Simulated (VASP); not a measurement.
Wanted: the native input for a VASP 6.6.1 run.

* Task: relaxation of cell and atoms
* Functional: PBEsol
* Potentials or basis: VASP PAW PBE potentials, release 64 (Ca_sv)
* Cutoff: 600 eV
* k mesh: 8 × 8 × 8
* Occupations: fermi-dirac, width 0.05 eV
* Spin: no spin polarisation
* Further INCAR settings: ALGO = Normal; EDIFF = 1e-06; IBRION = 2; EDIFFG = -0.02; NSW = 40; ISIF = 3

The structure of Ca lies in POSCAR:

```
Ca
1.0
   -2.2400000000      2.2400000000      2.2400000000
    2.2400000000     -2.2400000000      2.2400000000
    2.2400000000      2.2400000000     -2.2400000000
Ca
1
Direct
    0.0000000000      0.0000000000      0.0000000000
```

This isn't the form of Ca at room conditions, which is fcc.

The input as run:

INCAR

```
SYSTEM = Ca
ALGO = Normal
EDIFF = 1E-6
EDIFFG = -0.02
ENCUT = 600
GGA = PS
IBRION = 2
ISIF = 3
ISMEAR = -1
LASPH = .TRUE.
LCHARG = .FALSE.
LREAL = .FALSE.
LWAVE = .FALSE.
NELM = 60
NSW = 40
PREC = Accurate
SIGMA = 0.05
```

KPOINTS

```
k-points
0
G
  8 8 8
  0 0 0
```

Potentials or basis: VASP PAW PBE potentials, release 64 (Ca_sv).

Run with:

```bash
$ cat potpaw_PBE.64/Ca_sv/POTCAR > POTCAR
$ mpirun -np 1 vasp_std > vasp.out
```

It gave:

```
Relaxed volume                         : 40.53 Å³/atom
Relaxed cell                           : a = 3.748 Å, b = 3.748 Å, c = 3.748 Å, α = 109.47°, β = 109.47°, γ = 109.47°
Space group after relaxing (to 0.05 Å) : Im-3m (No. 229)
Energy gained by relaxing              : 22.6 meV/atom
Ionic steps                            : 3
Pressure after relaxing                : 0.0 GPa
Band gap on the k mesh                 : none (metal or under the smearing width)
```

Caveat: the PAW data sets were made with another functional, which shifts forces and pressure a little.

It took 15 s on 1 thread of Intel(R) Xeon(R) 6975P-C (Granite Rapids) (shared host), peak memory 0.19 GiB.
